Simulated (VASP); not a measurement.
# GaN (Fm-3m) in VASP: notebook

One crystal, GaN, is run at these levels: PBE; tasks: G0W0 quasiparticle levels.

Everything below comes from runs of VASP 6.6.1. Logs are shortened: lines on timing, memory, paths and dates and some standing lists are left out, and cuts for length are marked.

## (1) The crystal as given

It takes space group Fm-3m (No. 225, cubic). Conventional cell: a = 4.270 Å, b = 4.270 Å, c = 4.270 Å, α = 90.00°, β = 90.00°, γ = 90.00°. Ga (site symmetry m-3m) is surrounded by 6 N at 2.14 Å. N (site symmetry m-3m) is surrounded by 6 Ga at 2.14 Å.

Measurements of this composition are mostly on another form, of space group No. 186.

## (2) G0W0 quasiparticle levels, PBE

Contents of POSCAR:

```
GaN
1.0
    0.0000000000      2.1352350000      2.1352350000
    2.1352350000      0.0000000000      2.1352350000
    2.1352350000      2.1352350000      0.0000000000
Ga N
1 1
Direct
    0.0000000000      0.0000000000      0.0000000000
    0.5000000000      0.5000000000      0.5000000000
```

Contents of INCAR.step1:

```
SYSTEM = GaN
PREC = Accurate ; ENCUT = 450
EDIFF = 1E-8 ; ISMEAR = 0
SIGMA = 0.01 ; LREAL = .FALSE.
LASPH = .TRUE. ; NELM = 80
ALGO = Fast ; LWAVE = .TRUE.
LCHARG = .FALSE. ; GGA = PE
```

Contents of INCAR.step2:

```
SYSTEM = GaN
PREC = Accurate ; ENCUT = 450
EDIFF = 1E-8 ; ISMEAR = 0
SIGMA = 0.01 ; LREAL = .FALSE.
LASPH = .TRUE. ; NELM = 1
ALGO = Exact ; LWAVE = .TRUE.
LCHARG = .FALSE. ; GGA = PE
NBANDS = 125 ; LOPTICS = .TRUE.
ISTART = 1
```

Contents of INCAR.step3:

```
SYSTEM = GaN
PREC = Accurate ; ENCUT = 450
EDIFF = 1E-8 ; ISMEAR = 0
SIGMA = 0.01 ; LREAL = .FALSE.
LASPH = .TRUE. ; ALGO = EVGW0
LWAVE = .FALSE. ; LCHARG = .FALSE.
GGA = PE ; NELMGW = 1
NBANDS = 125 ; ENCUTGW = 75
NOMEGA = 48 ; PRECFOCK = Fast
ISTART = 1 ; NBANDSGW = 17
```

Contents of KPOINTS:

```
regular mesh
0
G
  3 3 3
  0 0 0
```

Potentials or basis: VASP PAW PBE potentials, release 64 (Ga_d_GW, N_GW).

Run with:

```bash
> cat potpaw_PBE.64/Ga_d_GW/POTCAR potpaw_PBE.64/N_GW/POTCAR > POTCAR
> cp INCAR.step1 INCAR
> mpirun -np 1 vasp_std > vasp.out
> cp INCAR.step2 INCAR
> mpirun -np 1 vasp_std > vasp.out
> cp INCAR.step3 INCAR
> mpirun -np 1 vasp_std > vasp.out
```

OUTCAR:

```text
SYSTEM = GaN
   PREC = Accurate
   ENCUT = 450
   EDIFF = 1E-8
   ISMEAR = 0
   LREAL = .FALSE.
   LASPH = .TRUE.
   GGA = PE
   NELMGW = 1
   ENCUTGW = 75
   PRECFOCK = Fast
   ISTART = 1

 Found      4 irreducible k-points:

 Following reciprocal coordinates:
            Coordinates               Weight
  0.000000  0.000000  0.000000      1.000000
  0.333333  0.000000  0.000000      8.000000
  0.333333  0.333333  0.000000      6.000000
 -0.333333  0.333333  0.000000     12.000000
   k-points           NKPTS =      4   k-points in BZ     NKDIM =     27   number of bands    NBANDS=    125
   number of dos      NEDOS =    301   number of ions     NIONS =      2
   total plane-waves  NPLWV =  13824
   dimension x,y,z NGX =    24 NGY =   24 NGZ =   24
   dimension x,y,z NGXF=    48 NGYF=   48 NGZF=   48
   ions per type =               1   1
   NGX,Y,Z   is equivalent  to a cutoff of  13.21, 13.21, 13.21 a.u.
   NGXF,Y,Z  is equivalent  to a cutoff of  26.43, 26.43, 26.43 a.u.
 SYSTEM =  GaN
   PREC   = accura    normal or accurate (medium, high low for compatibility)
   ISTART =      1    job   : 0-new  1-cont  2-samecut
   ICHARG =      0    charge: 1-file 2-atom 10-const
   ISPIN  =      1    spin polarized calculation?
   LNONCOLLINEAR =      F non collinear calculations
   LSORBIT =      F    spin-orbit coupling
   LASPH  =      T    aspherical Exc in radial PAW
   ENCUT  =  450.0 eV  33.07 Ry    5.75 a.u.   5.22  5.22  5.22*2*pi/ulx,y,z
   NELM   =     60;   NELMIN=  2; NELMDL=  0     # of ELM steps
   EDIFF  = 0.1E-07   stopping-criterion for ELM
   LREAL  =      F    real-space projection
   EDIFFG = 0.1E-06   stopping-criterion for IOM
   NSW    =      0    number of steps for IOM
   IBRION =     -1    ionic relax: 0-MD 1-quasi-New 2-CG
   NFREE  =      0    steps in history (QN), initial steepest desc. (CG)
   ISIF   =      0    stress and relaxation
   ISYM   =      3    0-nonsym 1-usesym 2-fastsym
   POTIM  = 0.5000    time-step for ionic-motion
   TEBEG  =    0.0;   TEEND  =   0.0 temperature during run
   PSTRESS=    0.0 pullay stress
   NELECT =      18.0000    total number of electrons
   NUPDOWN=      -1.0000    fix difference up-down
   EMIN   =  10.00;   EMAX   =-10.00  energy-range for DOS
   EFERMI =   0.00;   METHOD = LEGACY
   ISMEAR =     0;   SIGMA  =   0.01  broadening in eV -4-tet -1-fermi 0-gaus
   EFERMI_NEDOS =   21; number of points for ismear=-14 and -15
   IALGO  =     38    algorithm
   IMIX   =      4    mixing-type and parameters
     AMIX     =   0.40;   BMIX     =  1.00
     AMIX_MAG =   1.60;   BMIX_MAG =  1.00
  volume/ion in A,a.u.               =       9.74        65.70
  Fermi-wavevector in a.u.,A,eV,Ry     =   1.594814  3.013761 34.605481  2.543431
  Thomas-Fermi vector in A             =   2.692830
   LORBIT       =      0    0 simple, 1 ext, 2 COOP (PROOUT), +10 PAW based schemes
   GGA     = PE    functional components
   LHFCALC =     T    Hartree Fock is set to
   PRECFOCK=fast      Normal, Fast or Accurate (Low or Medium for compatibility)
   ENCUT4O =  -1.0   cutoff for four orbital integrals eV
   NKREDX  =     1    reduce k-point grid by
   NKREDY  =     1    reduce k-point grid by
   NKREDZ  =     1    reduce k-point grid by
   AEXX    =    1.0000 exact exchange contribution
   HFSCREEN=    0.0000 screening length (either q_TF or 0.3 A-1)
   HFSCREENC=   0.0000 screening length for correlation (either q_TF or 0.3 A-1)
   ENCUTFOCK=  -1.0 apply spherical cutoff to Coloumb kernel
   IVDW    =     0    specifies the selected vdW correction
   LEPSILON=     F    determine dielectric tensor
   LRPA    =     F    only Hartree local field effects (RPA)
   LRPAFORCE           =     F    calculate RPA forces
   ENCUTGW             =  75.0    cutoff for response function in eV
   ENCUTGWSOFT         =  60.0    soft cutoff for Coulomb kernel in GW response function in eV
   ENCUTLF             =  -1.0    cutoff for local field effects
   NELMGW              =     1    number of iterations in solving QP/BSE equation
   NELMHF              =     1    number of iterations in the inner HF iteration
   NKREDLFX            =     1    NKREDLFY  =   1   NKREDLFZ  =   1
 non-spin polarized calculation
 Gauss-broadening in eV      SIGMA  =   0.01
  energy-cutoff  :      450.00
  volume of cell :       19.47
 maximum number of plane-waves:       432
 NGX is ok and might be reduce to    24
  NGX = 12; NGY = 12; NGZ = 12
   NGX = 11   NGY = 11   NGZ = 11
 maximum number of plane-waves:        28
 NGX is ok and might be reduce to    10

 QP shifts <psi_nk| G(iteration)W_0 |psi_nk>: iteration 1
 for sc-GW calculations column KS-energies equals QP-energies in previous step
 and V_xc(KS)=  KS-energies - (<T + V_ion + V_H > + <T+V_H+V_ion>^1  + <V_x>^1)

 k-point   1 :       0.0000    0.0000    0.0000
  band No.  KS-energies  QP-energies   sigma(KS)   V_xc(KS)     V^pw_x(r,r')   Z            occupation Imag(sigma)

      1      -9.5376     -10.4249     -15.5768     -14.4207     -24.1393       0.7676       2.0000       1.4479
      2      -6.8856     -10.3869     -26.4298     -21.6616     -35.0060       0.7343       2.0000       0.2531
      3      -6.8856     -10.3869     -26.4298     -21.6616     -35.0060       0.7343       2.0000       0.2531
      4      -6.8856     -10.3869     -26.4298     -21.6616     -35.0060       0.7343       2.0000       0.2531
      5      -6.7935     -10.4095     -26.7630     -21.8539     -35.4739       0.7366       2.0000       0.3013
      6      -6.7935     -10.4095     -26.7630     -21.8539     -35.4739       0.7366       2.0000       0.3013
[... 9 lines left out ...]
     16      22.6723      23.3610     -11.6965     -12.5947      -4.4060       0.7667       0.0000      -0.6013
     17      23.3076      23.2185      -9.1022      -8.9869      -2.3546       0.7729       0.0000      -0.3824

 k-point   2 :       0.3333    0.0000    0.0000
  band No.  KS-energies  QP-energies   sigma(KS)   V_xc(KS)     V^pw_x(r,r')   Z            occupation Imag(sigma)

      1      -7.6677      -8.5762     -16.8594     -15.5741     -25.1861       0.7069       2.0000       1.0550
      2      -6.9641     -10.4555     -26.3765     -21.6024     -35.0834       0.7313       2.0000       0.3063
      3      -6.9641     -10.4555     -26.3765     -21.6024     -35.0834       0.7313       2.0000       0.3063
      4      -6.9019     -10.1098     -25.4501     -21.0538     -33.9943       0.7297       2.0000       0.3304
      5      -6.7247     -10.2881     -26.7144     -21.8787     -35.3416       0.7369       2.0000       0.2610
      6      -6.7247     -10.2881     -26.7144     -21.8787     -35.3416       0.7369       2.0000       0.2610
[... 9 lines left out ...]
     16      26.4436      26.8056     -11.8705     -12.3249      -5.1568       0.7965       0.0000      -0.5818
     17      32.8236      33.2868     -11.0093     -11.5740      -3.2433       0.8203       0.0000      -1.2440

 k-point   3 :       0.3333    0.3333    0.0000
  band No.  KS-energies  QP-energies   sigma(KS)   V_xc(KS)     V^pw_x(r,r')   Z            occupation Imag(sigma)

      1      -8.2414     -10.2519     -21.0876     -18.2900     -29.9334       0.7186       2.0000       0.7751
      2      -7.0062     -10.4539     -26.1864     -21.4681     -34.7429       0.7307       2.0000       0.2584
      3      -6.7184     -10.3575     -26.8578     -21.9390     -35.5847       0.7398       2.0000       0.3022
      4      -6.7057     -10.2542     -26.6717     -21.8683     -35.2663       0.7388       2.0000       0.2514
      5      -6.7057     -10.2542     -26.6717     -21.8683     -35.2663       0.7388       2.0000       0.2514
      6      -5.6748      -7.7937     -21.5182     -18.6040     -29.5240       0.7271       2.0000       0.6109
[... 9 lines left out ...]
     16      33.7031      34.3546     -11.5683     -12.3381      -4.0704       0.8462       0.0000      -1.2297
     17      33.7031      34.3546     -11.5683     -12.3381      -4.0704       0.8462       0.0000      -1.2297

 k-point   4 :      -0.3333    0.3333    0.0000
  band No.  KS-energies  QP-energies   sigma(KS)   V_xc(KS)     V^pw_x(r,r')   Z            occupation Imag(sigma)

      1      -7.8768     -10.3381     -23.0350     -19.5695     -31.9332       0.7102       2.0000       0.5900
      2      -6.9394     -10.3671     -26.1114     -21.4322     -34.6613       0.7325       2.0000       0.2719
      3      -6.8688     -10.4079     -26.5528     -21.7284     -35.3046       0.7336       2.0000       0.3160
      4      -6.8067     -10.2986     -26.4098     -21.6602     -34.9837       0.7352       2.0000       0.2617
      5      -6.6877     -10.2484     -26.7135     -21.9037     -35.3089       0.7403       2.0000       0.2476
      6      -4.5080      -6.2416     -21.2613     -18.9229     -29.2231       0.7414       2.0000       0.6487
[... 9 lines left out ...]
     16      30.1108      30.6445     -11.3666     -12.0552      -3.8149       0.7751       0.0000      -1.0260
     17      34.9388      35.8044     -12.2693     -13.3243      -4.4134       0.8204       0.0000      -1.4623
```

Wall time 12 s (1 thread of Intel Xeon 6975P-C (Granite Rapids), shared host); peak memory 0.15 GiB.

These settings aren't checked as converged: the numbers below hold their error.

What came out:

| Quantity | Value |
| --- | --- |
| Band gap on the k mesh, mean-field level | 2.07 eV, indirect (least direct gap 2.26 eV) |
| Quasiparticle gap | 2.81 eV |
| Least direct quasiparticle gap | 2.91 eV |

Caveat: the k mesh is coarse (spacing up to 0.85 Å⁻¹), so the values aren't converged; bands, screening cutoff and mesh are small and nothing is extrapolated, so the quasiparticle values aren't converged; an odd mesh through Γ misses points on the zone boundary, where band edges often lie.

(Continued in part 2 of 2.)
